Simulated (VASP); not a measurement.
A run of VASP 6.6.1:

Contents of INCAR:

```
  ALGO = Normal
  EDIFF = 1E-7
  EDIFFG = -0.01
  ENCUT = 600
  IBRION = 2
  ISIF = 2
  ISMEAR = 0
  LASPH = T
  LCHARG = F
  LREAL = F
  LWAVE = F
  NELM = 80
  NSW = 40
  PREC = Accurate
  SIGMA = 0.03
```

KPOINTS

```
k-points
0
Gamma
  10 10 10
```

File POSCAR:

```
Si                                      
1.0
    0.0000000000      2.6649828367      2.6649828367
    2.6649828367      0.0000000000      2.6649828367
    2.6649828367      2.6649828367      0.0000000000
  Si            
     2
Direct
     0.7500000000000000    0.7500000000000000    0.7500000000000000
     0.5000000000000000    0.5000000000000000    0.5000000000000000
```

Potentials or basis: VASP PAW LDA potentials, release 64 (Si).

The run is started by

```sh
$ cat potpaw_LDA.64/Si/POTCAR > POTCAR
$ mpirun -np 1 vasp_std > vasp.out
```

Hardware: 1 thread of Intel(R) Xeon(R) 6975P-C (Granite Rapids), with other jobs on the host.

How long does it take, and how much memory?

It took 6 s on 1 thread of Intel(R) Xeon(R) 6975P-C (Granite Rapids), on a shared host, peak memory 0.14 GiB. Counts: scf iterations 11, k points 47, ion steps 1.
